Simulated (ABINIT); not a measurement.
# V (Im-3m) in ABINIT: notebook, part 2 of 2

ABINIT 10.8.3 (patched build). The steps go on from the part before.

### Step 5. Single point, PBE, collinear spin, antiferromagnetic start (cell doubled along its third vector)

run.abi reads:

```
pp_dirpath "./"
pseudos "V.GGA_PBE-JTH.xml"

acell 3*1.0
rprim
    -2.8617067568     2.8617067568     2.8617067568
     2.8617067568    -2.8617067568     2.8617067568
     5.7234135137     5.7234135137    -5.7234135137
ntypat 1
znucl 23
natom 2
typat 1 1
xred
     0.0000000000     0.0000000000     0.0000000000
     0.0000000000     0.0000000000     0.5000000000

ecut 15.0
pawecutdg 30.0
pawxcdev 0

kptopt 1
ngkpt 12 12 6
nshiftk 1
shiftk 0.0 0.0 0.0
chksymbreak 0

ixc 11

nband 18
occopt 3
tsmear 0.05 eV

nsppol 2
spinat
     0.0000000000     0.0000000000     2.0000000000
     0.0000000000     0.0000000000    -2.0000000000

nstep 100
tolvrs 1.0e-9

iomode 3
prtwf 0
prteig 0
prtebands 0
prtden 1
prtvha 1
prtvclmb 1
prtpot 1
```

Potentials or basis: JTH PAW PBE v2.0.

On the command line:

```sh
$ abinit run.abi > log 2>&1
```

run.abo:

```text
.Version 10.8.3 of ABINIT
 Magnetic group, Shubnikov type IV
 Fedorov space group Cm m m (# 65)
 Magnetic Bravais lattice oC_A (1-face-centered ortho., 1-face-magnetic, #17)
================================================================================
 Values of the parameters that define the memory need of the present run
     intxc =       0    ionmov =       0      iscf =      17    lmnmax =      18
     lnmax =       6     mgfft =      36  mpssoang =       3    mqgrid =    3001
     natom =       2  nloc_mem =       2    nspden =       2   nspinor =       1
    nsppol =       2      nsym =      16    n1xccc =       1    ntypat =       1
    occopt =       3   xclevel =       2
       mpw =         532          nfft =       11664          nkpt =         154
 PAW method is used; the additional fine FFT grid is defined by:
   mgfftf=        54    nfftf =     39366
================================================================================
[... 423 lines left out ...]
  sigma(2 2)=  1.65356281E-04  sigma(3 1)=  2.88865923E-13
  sigma(3 3)=  1.65356449E-04  sigma(2 1)= -1.14060694E-09

-Cartesian components of stress tensor (GPa)         [Pressure= -4.8650E+00 GPa]
- sigma(1 1)=  4.86494976E+00  sigma(3 2)=  8.49872888E-09
- sigma(2 2)=  4.86494976E+00  sigma(3 1)=  8.49872888E-09
- sigma(3 3)=  4.86495468E+00  sigma(2 1)= -3.35578147E-05

== END DATASET(S) ==============================================================
================================================================================

 -outvars: echo values of variables after computation  --------
            acell      1.0000000000E+00  1.0000000000E+00  1.0000000000E+00 Bohr
           etotal     -1.4414581915E+02
            fcart     -0.0000000000E+00 -0.0000000000E+00 -0.0000000000E+00
                      -0.0000000000E+00 -0.0000000000E+00 -0.0000000000E+00
            rprim     -2.8617067568E+00  2.8617067568E+00  2.8617067568E+00
                       2.8617067568E+00 -2.8617067568E+00  2.8617067568E+00
                       5.7234135137E+00  5.7234135137E+00 -5.7234135137E+00
           strten      1.6535628127E-04  1.6535628127E-04  1.6535644869E-04
                       2.8886592316E-13  2.8886592316E-13 -1.1406069398E-09
           xangst      0.0000000000E+00  0.0000000000E+00  0.0000000000E+00
                       1.5143499990E+00  1.5143499990E+00 -1.5143499990E+00
             xred      0.0000000000E+00  0.0000000000E+00  0.0000000000E+00
                      -1.2769500000E-17 -1.2769500000E-17  5.0000000000E-01
 Calculation completed.
```

Run time: 2.6 min. Hardware: 1 thread of Arm Neoverse V1, shared host; peak memory 0.19 GiB.

What came out:

| Item | Value |
| --- | --- |
| Free energy | -3922.4076 eV |
| Pressure | -4.9 GPa |
| Band gap on the k mesh | none (metal or under the smearing width) |
| Net moment | 0.00 μB per cell |
| Valence electrons inside the program's atomic spheres | V 11.21 (radii [1.1698] Å) |

Levels at points of the mesh, in eV from the Fermi level:
Spin up:
| k point | band 10 | band 11 | band 12 | band 13 | band 14 | band 15 | band 16 | band 17 |
| --- | --- | --- | --- | --- | --- | --- | --- | --- |
| (0.00, 0.00, 0.00) | -3.06 | -1.06 | 0.41 | 0.41 | 0.41 | 1.54 | 2.34 | 2.35 |
| (0.50, 0.00, 0.00) | -3.06 | -1.06 | -1.06 | 1.54 | 1.54 | 2.34 | 2.34 | 2.69 |
| (0.50, 0.50, 0.00) | -2.84 | -2.84 | -1.06 | 1.54 | 2.34 | 2.69 | 3.59 | 3.59 |
| (0.00, 0.00, 0.50) | -4.41 | -0.37 | -0.37 | -0.01 | -0.01 | 1.96 | 1.96 | 2.03 |
| (0.50, 0.00, 0.50) | -2.12 | -1.10 | -1.10 | -0.46 | -0.46 | 2.14 | 2.14 | 2.79 |
| (0.50, 0.50, 0.50) | -2.15 | -1.52 | -1.52 | 0.75 | 0.75 | 1.53 | 1.53 | 3.77 |
Spin down:
```tsv
k point	band 11	band 12	band 13	band 14	band 15	band 16
(0.00, 0.00, 0.00)	-1.06	0.41	0.41	0.41	1.54	2.34
(0.50, 0.00, 0.00)	-1.06	-1.06	1.54	1.54	2.34	2.34
(0.50, 0.50, 0.00)	-2.84	-1.06	1.54	2.34	2.69	3.59
(0.00, 0.00, 0.50)	-0.37	-0.37	-0.01	-0.01	1.96	1.96
(0.50, 0.00, 0.50)	-1.10	-1.10	-0.46	-0.46	2.14	2.14
(0.50, 0.50, 0.50)	-1.52	-1.52	0.75	0.75	1.53	1.53
```

### Step 6. Single point, PBE, collinear spin, ferrimagnetic start (cell doubled along its third vector)

run.abi: that of step 5 with these lines changed.

```diff
@@ -35,3 +35,3 @@
      0.0000000000     0.0000000000     2.0000000000
-     0.0000000000     0.0000000000    -2.0000000000
+     0.0000000000     0.0000000000    -1.0000000000
```

Potentials or basis: JTH PAW PBE v2.0.

On the command line:

```sh
$ abinit run.abi > log 2>&1
```

Wall time 3.2 min (1 thread of Arm Neoverse V1, shared host); peak memory 0.19 GiB.

It converged, with:

```
Free energy                                           : -3922.4076 eV
Pressure                                              : -4.9 GPa
Band gap on the k mesh                                : none (metal or under the smearing width)
Net moment                                            : 0.00 μB per cell
Valence electrons inside the program's atomic spheres : V 11.21 (radii [1.1698] Å)
```

Levels at points of the mesh, in eV from the Fermi level:
Spin up:
```
           k point  band 10  band 11  band 12  band 13  band 14  band 15  band 16  band 17
(0.00, 0.00, 0.00)    -3.06    -1.06     0.41     0.41     0.41     1.54     2.34     2.35
(0.50, 0.00, 0.00)    -3.06    -1.06    -1.06     1.54     1.54     2.34     2.34     2.69
(0.50, 0.50, 0.00)    -2.84    -2.84    -1.06     1.54     2.34     2.69     3.59     3.59
(0.00, 0.00, 0.50)    -4.41    -0.37    -0.37    -0.01    -0.01     1.96     1.96     2.03
(0.50, 0.00, 0.50)    -2.12    -1.10    -1.10    -0.46    -0.46     2.14     2.14     2.79
(0.50, 0.50, 0.50)    -2.15    -1.52    -1.52     0.75     0.75     1.53     1.53     3.77
```
Spin down:
| k point | band 11 | band 12 | band 13 | band 14 | band 15 | band 16 |
| --- | --- | --- | --- | --- | --- | --- |
| (0.00, 0.00, 0.00) | -1.06 | 0.41 | 0.41 | 0.41 | 1.54 | 2.34 |
| (0.50, 0.00, 0.00) | -1.06 | -1.06 | 1.54 | 1.54 | 2.34 | 2.34 |
| (0.50, 0.50, 0.00) | -2.84 | -1.06 | 1.54 | 2.34 | 2.69 | 3.59 |
| (0.00, 0.00, 0.50) | -0.37 | -0.37 | -0.01 | -0.01 | 1.96 | 1.96 |
| (0.50, 0.00, 0.50) | -1.10 | -1.10 | -0.46 | -0.46 | 2.14 | 2.14 |
| (0.50, 0.50, 0.50) | -1.52 | -1.52 | 0.75 | 0.75 | 1.53 | 1.53 |

### Step 7. Overview

```tsv
spin	cell	k mesh	gap on the mesh (eV)	pressure (GPa)	moment (μB)
off	as given	12 × 12 × 12	none	-4.9	-
collinear, ferromagnetic start	as given	12 × 12 × 12	none	-4.9	0.00
collinear, antiferromagnetic start	cell doubled along its third vector	12 × 12 × 6	none	-4.9	0.00
collinear, ferrimagnetic start	cell doubled along its third vector	12 × 12 × 6	none	-4.9	0.00
```

Alike in all rows: task single point; level PBE; potentials or basis JTH PAW PBE v2.0; cutoff (eV) 408; smearing fermi-dirac 0.05 eV.

Absolute energies hang on the potentials; compare differences alone.
